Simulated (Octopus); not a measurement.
# Cu (P6_3/mmc) in Octopus: reference runs

Aim: a first look at Cu with PBE, on the cell as given.

Program: Octopus 16.4. These are calculated values, not measurements. Logs are shortened: lines on timing, memory, paths and dates and some standing lists are left out, and cuts for length are marked.

**1. The crystal as given**

It takes space group P6_3/mmc (No. 194, hexagonal). Conventional cell: a = 2.534 Å, b = 2.534 Å, c = 4.113 Å, α = 90.00°, β = 90.00°, γ = 120.00°. Cu (site symmetry -6m2) has 12 Cu at 2.52 to 2.53 Å as nearest neighbours.

This isn't the form of Cu at room conditions, which is fcc.

**2. Single point, PBE**

Input file inp:

```
CalculationMode = gs
UnitsOutput = eV_Angstrom
PeriodicDimensions = 3
ExperimentalFeatures = yes
PseudopotentialSet = pseudodojo_pbe
%LatticeParameters
 1*angstrom | 1*angstrom | 1*angstrom
%
%LatticeVectors
 2.5340966698 | 0 | 0
 -1.2670483349 | 2.1945920917 | 0
 0 | 0 | 4.112571
%
%ReducedCoordinates
 "Cu" | 0.6666666667 | 0.3333333333 | 0.75
 "Cu" | 0.3333333333 | 0.6666666667 | 0.25
%
%Spacing
 0.11518621*angstrom | 0.11518621*angstrom | 0.11750203*angstrom
%
DerivativesOrder = 8
%KPointsGrid
 12 | 12 | 7
%
KPointsUseSymmetries = yes
XCFunctional = gga_x_pbe + gga_c_pbe
SmearingFunction = fermi_dirac
Smearing = 0.05*eV
ExtraStates = 10
Eigensolver = chebyshev_filter
ConvRelDens = 3e-7
MaximumIter = 120
```

Potentials or basis: pseudodojo_pbe (PseudoDojo 0.5, PBE).

Command:

```bash
> OMP_NUM_THREADS=1 octopus > out.log
```

out.log:

```text
Running octopus

[... 17 lines left out ...]

****************************** Species *******************************
  Species 'Cu'
    type             : pseudopotential
    file             : 'Cu.upf'
    file format      : UPF2
    valence charge   : 19.0
    atomic number    :  29
    form on file     : kleinman-bylander
    lmax             : 2
    llocal           : -1
    projectors per l : 2
    total projectors : 6
    application form : kleinman-bylander
    orbitals         : 10
    bound orbitals   : 10

**********************************************************************

***************************** Symmetries *****************************
Space group No.  194
International: P6_3/mmc
Schoenflies: D6h^4
Info: The system has    12 symmorphic symmetries that can be used.
  Index                Rotation matrix                      Fractional translations
    1 :     1   0   0     0   1   0     0   0   1      0.000000    0.000000    0.000000
    2 :    -1   0   0     0  -1   0     0   0  -1      0.000000    0.000000    0.000000
    3 :     0   1   0    -1  -1   0     0   0   1      0.000000    0.000000    0.000000
    4 :     0  -1   0     1   1   0     0   0  -1      0.000000    0.000000    0.000000
    5 :    -1  -1   0     1   0   0     0   0   1      0.000000    0.000000    0.000000
    6 :     1   1   0    -1   0   0     0   0  -1      0.000000    0.000000    0.000000
    7 :    -1  -1   0     0   1   0     0   0  -1      0.000000    0.000000    0.000000
    8 :     1   1   0     0  -1   0     0   0   1      0.000000    0.000000    0.000000
    9 :     0   1   0     1   0   0     0   0  -1      0.000000    0.000000    0.000000
   10 :     0  -1   0    -1   0   0     0   0   1      0.000000    0.000000    0.000000
   11 :     1   0   0    -1  -1   0     0   0  -1      0.000000    0.000000    0.000000
   12 :    -1   0   0     1   1   0     0   0   1      0.000000    0.000000    0.000000
Info: The system also has    12 nonsymmorphic symmetries (not used for electrons).
    1 :     1   1   0    -1   0   0     0   0   1     -0.000000    0.000000   -0.500000
    2 :    -1  -1   0     1   0   0     0   0  -1     -0.000000   -0.000000   -0.500000
    3 :    -1   0   0     0  -1   0     0   0   1     -0.000000   -0.000000   -0.500000
    4 :     1   0   0     0   1   0     0   0  -1      0.000000    0.000000   -0.500000
    5 :     0  -1   0     1   1   0     0   0   1      0.000000   -0.000000   -0.500000
    6 :     0   1   0    -1  -1   0     0   0  -1     -0.000000   -0.000000   -0.500000
    7 :     0  -1   0    -1   0   0     0   0  -1     -0.000000   -0.000000   -0.500000
    8 :     0   1   0     1   0   0     0   0   1      0.000000    0.000000   -0.500000
    9 :    -1   0   0     1   1   0     0   0  -1     -0.000000    0.000000   -0.500000
   10 :     1   0   0    -1  -1   0     0   0   1     -0.000000   -0.000000   -0.500000
   11 :     1   1   0     0  -1   0     0   0  -1      0.000000   -0.000000   -0.500000
   12 :    -1  -1   0     0   1   0     0   0   1     -0.000000   -0.000000   -0.500000
**********************************************************************

Input: [CurvMethod = curv_affine]
Input: [DerivativesStencil = stencil_stargeneral]

****************************** Lattice *******************************
  Lattice Vectors [A]
    2.534097    0.000000    0.000000
   -1.267048    2.194592    0.000000
    0.000000    0.000000    4.112571
  Cell volume =            22.8713 [A^3]
  Reciprocal-Lattice Vectors [A^-1]
    2.479458    1.431516   -0.000000
    0.000000    2.863031    0.000000
    0.000000   -0.000000    1.527800
  Cell angles [degree]
    alpha =   90.000
    beta  =   90.000
    gamma =  120.000
**********************************************************************

Checking if the generated full k-point grid is symmetric

   112 k-points generated from parameters :
 ---------------------------------------------------
    n =   12   12    7

    s1  =  0.00  0.00  0.50

   index |      weight  |             coordinates              |
[... 188 lines left out ...]
      Block       7 contains       4 states:      25 -      28
      Block       8 contains       1 states:      29 -      29
Info: Ground-state allocation done.
Info: Could not find 'restart/gs' directory for restart.
[... 18 lines left out ...]
** Warning:
**   Cannot do LCAO for all states because there are not enough atomic orbitals.
**   Required: 29. Available: 20. 9 orbitals will be randomized.

Info: Unnormalized total charge =     38.005955
Info: Renormalized total charge =     38.000000
Info: Setting up Hamiltonian.
Info: Performing initial LCAO calculation with     20 orbitals.
Info: Getting Hamiltonian matrix elements.

Eigenvalues [eV]
 #st  Spin   Eigenvalue      Occupation
#k =       1, k = (  0.000000,  0.000000,  0.000000)
   1   --  -108.393373       2.000000
   2   --  -108.374948       2.000000
   3   --   -65.939412       2.000000
   4   --   -65.825855       2.000000
   5   --   -65.824585       2.000000
   6   --   -65.805034       2.000000
[... 12 lines left out ...]
  19   --     2.096394       2.000000
  20   --     7.198378       2.000000
#k =       2, k = (  0.083333,  0.000000,  0.000000)
   1   --  -108.351561       2.000000
   2   --  -108.333569       2.000000
   3   --   -65.934854       2.000000
   4   --   -65.822253       2.000000
   5   --   -65.802099       2.000000
   6   --   -65.801151       2.000000
[... 12 lines left out ...]
  19   --     2.636075       2.000000
  20   --     7.479911       2.000000
[... 110 further k-points ...]
Fermi energy =    20.068425 eV
Generating random wavefunctions for states       21 and above
Orthogonalizing wavefunctions.
Info: Ground-state restart information will be written to 'restart/gs'.
Info: SCF using complex wavefunctions.
Info: Starting SCF iteration.

** Warning:
**   Symmetrization discrepancy ratio (scalar) =  2.69395E-02

*********************** SCF CYCLE ITER #    1 ************************
 etot  = -1.00567426E+04 abs_ev   =  2.01E+02 rel_ev   =  1.65E-01
 ediff =        3.70E+02 abs_dens =  2.70E+00 rel_dens =  7.10E-02
Matrix vector products: 2800
Converged eigenvectors: 0

#  State  KPoint  Eigenvalue [eV]  Occupation    Error
      1       1     -108.394726    2.000000   ( 6.2E-08)
      1       3     -108.393815    2.000000   ( 5.5E-06)
      1       2     -108.393674    2.000000   ( 4.0E-06)
      1       5     -108.392791    2.000000   ( 9.3E-06)
      1       6     -108.392791    2.000000   ( 6.3E-06)
      1       4     -108.391685    2.000000   ( 9.7E-06)
      1       9     -108.391263    2.000000   ( 9.6E-06)
      1       7     -108.390856    2.000000   ( 9.9E-06)
[... 23 lines left out ...]
     29      33       34.665969    0.000000   ( 1.9E-01)
     29      40       34.678436    0.000000   ( 1.9E-01)
     29      38       35.033214    0.000000   ( 1.5E-01)
     29      98       35.637842    0.000000   ( 1.5E-01)
     29      61       35.685525    0.000000   ( 1.3E-01)
     28      97       36.776020    0.000000   ( 1.5E-01)
     29      74       36.986920    0.000000   ( 1.9E-01)
     29      97       37.873760    0.000000   ( 1.2E-01)

Density of states:

--------------------%-------------------------------------------------
--------------------%-------------------------------------------------
--------------------%-------------------------------%-----------------
--------------------%------------------------------%%-----------------
--------------------%------------------------------%%-----------------
--------------------%------------------------------%%-----------------
--------------------%------------------------------%%-----------------
%-------------------%------------------------------%%-----------------
%-------------------%-----------------------------%%%-----------------
%-------------------%----------------------------%%%%%%%%%%%%%%%%%%---
                                                     ^

Fermi energy =     3.145742 eV

**********************************************************************

** Warning:
**   Symmetrization discrepancy ratio (scalar) =  2.58232E-02

*********************** SCF CYCLE ITER #    2 ************************
 etot  = -1.03372099E+04 abs_ev   =  7.88E+01 rel_ev   =  6.08E-02
 ediff =        1.03E+01 abs_dens =  1.83E+00 rel_dens =  4.81E-02
Matrix vector products: 2800
Converged eigenvectors: 0
[... 115 lines left out ...]
*********************** SCF CYCLE ITER #   12 ************************
 etot  = -1.03191540E+04 abs_ev   =  3.25E-04 rel_ev   =  2.51E-07
 ediff =        5.49E-05 abs_dens =  1.03E-05 rel_dens =  2.71E-07
Matrix vector products: 2800
Converged eigenvectors: 0

#  State  KPoint  Eigenvalue [eV]  Occupation    Error
      1       1     -110.986047    2.000000   ( 4.4E-07)
      1       3     -110.985214    2.000000   ( 4.4E-07)
      1       2     -110.985085    2.000000   ( 4.4E-07)
      1       6     -110.984276    2.000000   ( 4.4E-07)
      1       5     -110.984276    2.000000   ( 4.4E-07)
      1       4     -110.983266    2.000000   ( 4.4E-07)
      1       9     -110.982878    2.000000   ( 4.4E-07)
      1       7     -110.982507    2.000000   ( 4.3E-07)
[... 23 lines left out ...]
     29      87       32.361690    0.000000   ( 6.2E-02)
     29      39       32.607119    0.000000   ( 8.0E-02)
     28      98       32.672871    0.000000   ( 1.8E-02)
     29      98       34.025097    0.000000   ( 8.8E-02)
     29      61       34.063936    0.000000   ( 7.4E-02)
     28      97       34.213231    0.000000   ( 4.7E-02)
     29      74       35.063458    0.000000   ( 1.1E-01)
     29      97       35.390508    0.000000   ( 5.7E-02)

Density of states:

----------------------------------------------------%-----------------
--------------------%-------------------------------%-----------------
--------------------%-------------------------------%-----------------
--------------------%-------------------------------%-----------------
--------------------%-------------------------------%-----------------
--------------------%------------------------------%%-----------------
--------------------%------------------------------%%-----------------
%-------------------%------------------------------%%-----------------
%-------------------%------------------------------%%-----------%-----
%-------------------%-----------------------------%%%%%-%%%%%%%%%%%---
                                                     ^

Fermi energy =     1.642352 eV

**********************************************************************

Info: SCF converged in   12 iterations

** Warning:
**   Some of the states are not fully converged!

Info: Number of matrix-vector products:      33600
Info: Finished writing information to 'restart/gs'.

Octopus emitted 15 warnings.
```

Wall time 15 min (1 thread of Arm Neoverse V1, shared host); peak memory 2.9 GiB.

What came out:

```yaml
Free_energy: -10319.1612 eV
Band_gap_on_the_k_mesh: none (metal or under the smearing width)
```

Levels at points of the mesh, in eV from the Fermi level:
| k point | band 15 | band 16 | band 17 | band 18 | band 19 | band 20 | band 21 | band 22 | band 23 | band 24 |
| --- | --- | --- | --- | --- | --- | --- | --- | --- | --- | --- |
| (0.00, 0.00, 0.00) | -2.75 | -2.47 | -2.47 | -1.65 | -1.65 | -1.10 | 4.03 | 21.56 | 22.05 | 22.05 |
| (0.50, 0.00, 0.00) | -2.71 | -1.56 | -1.49 | -1.45 | 0.03 | 1.63 | 7.91 | 8.32 | 10.93 | 11.31 |
